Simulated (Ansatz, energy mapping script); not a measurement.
## Spin model of FeGe from collinear orders

Wanted: the magnetic order of FeGe, its couplings and an estimate of its ordering temperature, by LDA.

Method: LDA; plane waves, collinear spin, no spin–orbit coupling, in Ansatz 0.2.0.

This is a report of a sequence of runs, with most program output left out.

In doubt: warnings of the run leave room for a lower electronic state (steps 5, 7), so energies may not be the lowest and differences between runs may mislead.

**1. The starting structure**

It takes space group P6/mmm (No. 191, hexagonal). The conventional cell has a = 4.998 Å, b = 4.998 Å, c = 4.116 Å, α = 90.00°, β = 90.00°, γ = 120.00°. Nearest to Fe lie 6 Ge at 2.50 to 2.51 Å and 4 Fe at 2.50 Å. Ge has 6 Fe at 2.50 Å nearest. Nearest to Ge lie 6 Fe at 2.51 Å. Farther neighbours are not listed.

As a file:

```cif
data_structure
_symmetry_space_group_name_H-M 'P 1'
_symmetry_Int_Tables_number 1
_cell_length_a 4.9976
_cell_length_b 4.9976
_cell_length_c 4.1158
_cell_angle_alpha 90.000
_cell_angle_beta 90.000
_cell_angle_gamma 120.000
_cell_volume 89.02
loop_
_atom_site_label
_atom_site_type_symbol
_atom_site_fract_x
_atom_site_fract_y
_atom_site_fract_z
_atom_site_occupancy
Fe1 Fe 0.50000 0.00000 0.00000 1
Fe2 Fe 0.50000 0.50000 0.00000 1
Fe3 Fe 0.00000 0.50000 0.00000 1
Ge4 Ge 0.00000 0.00000 0.00000 1
Ge5 Ge 0.33333 0.66667 0.50000 1
Ge6 Ge 0.66667 0.33333 0.50000 1
```

The cell comes from a database of computed structures, and need not be the one that the compound takes in experiment.

No correction acts on the open shell here, which makes this the cheap baseline.

**2. Order 1: parallel, cell A of 6 atoms**

Each cell gets its own parallel run on the same mesh, so that most of the mesh error cancels in the differences.

Input file input.yaml:

```yaml
crystal:
  lattice:
    - [0.0, 0.0, 4.11576135]
    - [4.997602336, 0.0, 0.0]
    - [-2.498801168, 4.328050581, 0.0]
  atoms:
    - { symbol: Fe, position: [0.0, 0.5, 0.0], spin: 2.8 }
    - { symbol: Fe, position: [0.0, 0.5, 0.5], spin: 2.8 }
    - { symbol: Fe, position: [0.0, 0.0, 0.5], spin: 2.8 }
    - { symbol: Ge, position: [0.0, 0.0, 0.0] }
    - { symbol: Ge, position: [0.5, 0.333333333, 0.666666667] }
    - { symbol: Ge, position: [0.5, 0.666666667, 0.333333333] }
magnetization:
  spin_polarized: true
kpoints:
  mp_grid: { grid: [7, 7, 7] }
hamiltonian:
  xc: lda
scf:
  occupations: { method: fermi_dirac, width: 0.1 }
output:
  eigenvalues: true
```

Started as:

```
$ ansatz run input.yaml --threads 4 --pin off --max-ram 14336MiB --backend cpu --events-out ev --progress --plain --runs-dir out
```

The job ended after 10 s (4 threads of Arm Neoverse V1, shared host; peak memory 0.61 GiB).

Spin moment in the sphere by atom:

| atom | spin moment in the sphere (μB) |
| --- | --- |
| Fe1 | 1.39 |
| Fe2 | 1.39 |
| Fe3 | 1.39 |
| Ge4 | -0.06 |
| Ge5 | -0.04 |
| Ge6 | -0.04 |

The run ends ferromagnetic.

**3. Uncompensated ++− start in cell A (6 atoms)**

This order reverses 2.67 of the 4 neighbours at 2.50 Å, counted for an average magnetic atom.

input.yaml: that of step 2 with these lines changed.

```diff
@@ -8,3 +8,3 @@
     - { symbol: Fe, position: [0.0, 0.5, 0.5], spin: 2.8 }
-    - { symbol: Fe, position: [0.0, 0.0, 0.5], spin: 2.8 }
+    - { symbol: Fe, position: [0.0, 0.0, 0.5], spin: -2.8 }
     - { symbol: Ge, position: [0.0, 0.0, 0.0] }
```

Wall time 25 s (4 threads); peak memory 0.81 GiB; 94 s of CPU time.

Spin moment in the sphere by atom:

```
atom  spin moment in the sphere (μB)
 Fe1                            1.39
 Fe2                            1.39
 Fe3                            1.39
 Ge4                           -0.06
 Ge5                           -0.04
 Ge6                           -0.04
```

The run ends ferromagnetic, not as typed: a moment turned or collapsed in the SCF or in the program's search for a lower state.

**4. Parallel start in cell B (12 atoms)**

The parallel order again, as the reference for this cell.

Input file input.yaml:

```yaml
crystal:
  lattice:
    - [-4.997602336, 0.0, 0.0]
    - [-2.498801168, 4.328050581, 4.11576135]
    - [-2.498801168, 4.328050581, -4.11576135]
  atoms:
    - { symbol: Fe, position: [0.5, 0.0, 0.0], spin: 2.8 }
    - { symbol: Fe, position: [0.5, 0.5, 0.5], spin: 2.8 }
    - { symbol: Fe, position: [0.5, 0.25, 0.25], spin: 2.8 }
    - { symbol: Fe, position: [0.5, 0.75, 0.75], spin: 2.8 }
    - { symbol: Fe, position: [0.0, 0.25, 0.25], spin: 2.8 }
    - { symbol: Fe, position: [0.0, 0.75, 0.75], spin: 2.8 }
    - { symbol: Ge, position: [0.0, 0.0, 0.0] }
    - { symbol: Ge, position: [0.0, 0.5, 0.5] }
    - { symbol: Ge, position: [0.666666667, 0.583333333, 0.083333334] }
    - { symbol: Ge, position: [0.666666667, 0.083333334, 0.583333333] }
    - { symbol: Ge, position: [0.333333333, 0.416666666, 0.916666666] }
    - { symbol: Ge, position: [0.333333333, 0.916666667, 0.416666667] }
magnetization:
  spin_polarized: true
kpoints:
  mp_grid: { grid: [7, 7, 7] }
hamiltonian:
  xc: lda
scf:
  occupations: { method: fermi_dirac, width: 0.1 }
output:
  eigenvalues: true
```

Run time: 98 s. Hardware: 4 threads; peak memory 2.1 GiB; 6.4 min of CPU time.

The run ends ferromagnetic. For each magnetic atom its energy differs from the parallel run of the first cell by -1.45 meV, an error that one common reference would have brought in.

**5. Order 4: compensated +−+−+−, cell B of 12 atoms**

This order reverses 1.33 of the 4 neighbours at 2.50 Å, counted for an average magnetic atom.

input.yaml: that of step 4 with these lines changed.

```diff
@@ -7,7 +7,7 @@
     - { symbol: Fe, position: [0.5, 0.0, 0.0], spin: 2.8 }
-    - { symbol: Fe, position: [0.5, 0.5, 0.5], spin: 2.8 }
+    - { symbol: Fe, position: [0.5, 0.5, 0.5], spin: -2.8 }
     - { symbol: Fe, position: [0.5, 0.25, 0.25], spin: 2.8 }
-    - { symbol: Fe, position: [0.5, 0.75, 0.75], spin: 2.8 }
+    - { symbol: Fe, position: [0.5, 0.75, 0.75], spin: -2.8 }
     - { symbol: Fe, position: [0.0, 0.25, 0.25], spin: 2.8 }
-    - { symbol: Fe, position: [0.0, 0.75, 0.75], spin: 2.8 }
+    - { symbol: Fe, position: [0.0, 0.75, 0.75], spin: -2.8 }
     - { symbol: Ge, position: [0.0, 0.0, 0.0] }
```

The job ended after 3.4 min (4 threads; peak memory 2.1 GiB; 13 min of CPU time).

The run ends antiferromagnetic, 58.67 meV a magnetic atom above the parallel order of its cell (energies taken at zero occupation width, not the printed F).

**6. Compensated +−+−−+ start in cell B (12 atoms)**

input.yaml: that of step 5 with these lines changed.

```diff
@@ -10,4 +10,4 @@
     - { symbol: Fe, position: [0.5, 0.75, 0.75], spin: -2.8 }
-    - { symbol: Fe, position: [0.0, 0.25, 0.25], spin: 2.8 }
-    - { symbol: Fe, position: [0.0, 0.75, 0.75], spin: -2.8 }
+    - { symbol: Fe, position: [0.0, 0.25, 0.25], spin: -2.8 }
+    - { symbol: Fe, position: [0.0, 0.75, 0.75], spin: 2.8 }
     - { symbol: Ge, position: [0.0, 0.0, 0.0] }
```

It took 4.8 min on 4 threads; peak memory 2.2 GiB.

The run ends ferromagnetic, not as typed: a moment turned or collapsed in the SCF or in the program's search for a lower state.

**7. Compensated +++−−− start in cell B (12 atoms)**

input.yaml: that of step 6 with these lines changed.

```diff
@@ -7,3 +7,3 @@
     - { symbol: Fe, position: [0.5, 0.0, 0.0], spin: 2.8 }
-    - { symbol: Fe, position: [0.5, 0.5, 0.5], spin: -2.8 }
+    - { symbol: Fe, position: [0.5, 0.5, 0.5], spin: 2.8 }
     - { symbol: Fe, position: [0.5, 0.25, 0.25], spin: 2.8 }
@@ -11,3 +11,3 @@
     - { symbol: Fe, position: [0.0, 0.25, 0.25], spin: -2.8 }
-    - { symbol: Fe, position: [0.0, 0.75, 0.75], spin: 2.8 }
+    - { symbol: Fe, position: [0.0, 0.75, 0.75], spin: -2.8 }
     - { symbol: Ge, position: [0.0, 0.0, 0.0] }
```

The job ended after 6.1 min (4 threads; peak memory 2.9 GiB).

The run ends ferromagnetic, not as typed: a moment turned or collapsed in the SCF or in the program's search for a lower state.

**8. Run 7 (uncompensated +++−−+; cell B, 12 atoms)**

input.yaml: that of step 7 with these lines changed.

```diff
@@ -11,3 +11,3 @@
     - { symbol: Fe, position: [0.0, 0.25, 0.25], spin: -2.8 }
-    - { symbol: Fe, position: [0.0, 0.75, 0.75], spin: -2.8 }
+    - { symbol: Fe, position: [0.0, 0.75, 0.75], spin: 2.8 }
     - { symbol: Ge, position: [0.0, 0.0, 0.0] }
```

Elapsed: 1.8 min, on 4 threads; peak memory 2.1 GiB.

The run ends ferromagnetic, not as typed: a moment turned or collapsed in the SCF or in the program's search for a lower state.

**9. Mapping onto a Heisenberg model**

Each energy difference is a sum of couplings weighted by the pairs that the order reverses. A few near shells are fitted to the differences by least squares. Energies are those extrapolated to zero occupation width, not the free energies F.

The orders side by side; each is measured from the parallel order in the same cell and on the same mesh:

```
                                                      order  atoms  energy (meV a magnetic atom)  moments (μB)  moments kept as typed  opposed neighbours at 2.50 Å
                                         parallel in cell A      6                          0.00          1.39                    yes                             0
   uncompensated ++− in cell A (typed; ended ferromagnetic)      6                          0.00          1.39                     no                          2.67
                                         parallel in cell B     12                          0.00          1.37                    yes                             0
                               compensated +−+−+− in cell B     12                         58.67  1.40 to 1.45                    yes                          1.33
  compensated +−+−−+ in cell B (typed; ended ferromagnetic)     12                          0.00          1.37                     no                          2.67
  compensated +++−−− in cell B (typed; ended ferromagnetic)     12                          0.00          1.37                     no                          2.67
uncompensated +++−−+ in cell B (typed; ended ferromagnetic)     12                          0.00          1.37                     no                          2.67
```

The Heisenberg fit (each pair counts twice, positive J is ferromagnetic):

```
 pair  distance (Å)  neighbours  J (meV)
Fe–Fe          2.50           4     22.0
```

These orders cannot tell some unfitted shells from fitted ones: the value at 2.50 Å holds J(2.50) + 1.5 J(4.12) + 2 J(4.33) + 4 J(4.81); other unfitted shells add to the values wholly or in part. No temperature is drawn.

Limits of this fit: some orders lost their moments or signs, so no temperature is drawn from a model of fixed moments; one energy difference fixes this value, which holds the part of every shell that the order reverses; 4 of the orders did not finish or lost their signs.

**10. Against another level**

The first set of orders, under PBE, took 2.5 h of CPU time summed over its finished orders (seed run apart), these 72 min.

```csv
quantity,this set,first set
"J at 2.50 Å, meV",22.0,24.2
```

The coupling that led in the first set goes from 24.2 to 22.0 meV.

**11. Outcome**

| Item | Value |
| --- | --- |
| lowest order tried | parallel |
| largest fitted value (a combination of shells), Fe–Fe at 2.50 Å | 22.0 meV |

In words: Of the orders tried, FeGe prefers parallel moments under LDA. How the layers stack magnetically is not fixed by these couplings. The coupling at 2.50 Å is 0.91 times that of the first set, at 0.48 times the CPU time. The largest fitted value is 22 meV, at 2.50 Å. It is a combination of shells that these orders cannot split, so neither its size nor its sign can be laid on that pair alone. The orders also reverse pairs at 4.12, 4.33 and 4.81 Å, which are not fitted, so the fitted values hold their part too. 1 energy difference fixes 1 coupling with none to spare, so the fit tests nothing. In the fitted orders moments change by up to 5.7 % against the parallel run of the same cell, so the mapping is rough. Orders that lost their signs are left out of the fit. Every order is gapless on its mesh at this level. In a metal exchange reaches farther, and a short model of fixed moments is less apt. With a near shell that the orders cannot separate, no temperature is given. Some orders lost their moments or signs, so a model of fixed moments fits this crystal badly and no temperature is given.

[Logs and program files are shortened in this print: banners, set-up blocks, solver, clock and traceback lines can be left out without a mark of their own.]

[Logs are printed without paths, hosts, clocks, repeated set-up lines and the standing remarks that a program may print on its own settings, such as how far it seeks lower states.]

[Hosts, paths, dates, database ids (printed as entryN), source tags and the programs' standing remarks are cut or masked in the printed files.]

[Where a cell is said to come from a database of computed structures, the database is the Materials Project.]
